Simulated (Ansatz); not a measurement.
The guess for Li was made by a generator: random cell by space group and Wyckoff sites (P4/mmm, No. 123). Its size is a rough estimate.

```
CELL_PARAMETERS angstrom
4.48486 0.00000 0.00000
0.00000 4.48486 0.00000
0.00000 0.00000 4.36558
ATOMIC_POSITIONS crystal
Li 0.24334 0.24334 0.50000
Li 0.75666 0.75666 0.50000
Li 0.75666 0.24334 0.50000
Li 0.24334 0.75666 0.50000
```

Computed with DFT PBE, scalar-relativistic, plane waves, PAW (Ansatz). Cutoff 420 eV, Gaussian smearing, Γ-centred meshes. Cell and atoms relax first on a coarse mesh and then on a finer one. In between, the cell is made exact in the group found at 0.06 Å. In metals the finer mesh still leaves noise of several meV/atom or more. The steps can't lower the symmetry of their start. No spin polarisation.

A guess keeps its type if space group and coordination stay and the shape of the cell changes little (axis ratios within about 15 %, angles within 6°); the volume may change.

**Question.** Does this structure survive the relaxation?

**Answer.** It doesn't keep its type. The symmetry goes from P4/mmm (No. 123) to Pm-3m (No. 221), and the primitive cell from 4 to 1 atom. The end has the simple cubic type. The volume per atom shrinks by 7.4 %, from 22.0 to 20.3 Å³. The shortest distance goes from 2.18 Å (Li–Li) to 2.73 Å (Li–Li). Counting neighbours within 15 % of an atom's shortest distance, the start has Li 4 and the end Li 6. In detail, at the end Li is surrounded by 6 Li at 2.73 Å.

```xyz
1
Lattice="2.7290 0.0000 0.0000 0.0000 2.7290 0.0000 0.0000 0.0000 2.7290" Properties=species:S:1:pos:R:3 pbc="T T T"
Li    1.3645    1.3645    1.3645
```

The last run used a 20×20×20 mesh for its 1-atom cell and Gaussian smearing of 0.10 eV. A later test with randomly moved atoms led to a structure 120 meV/atom lower, so this end is a saddle point or a shallow minimum.
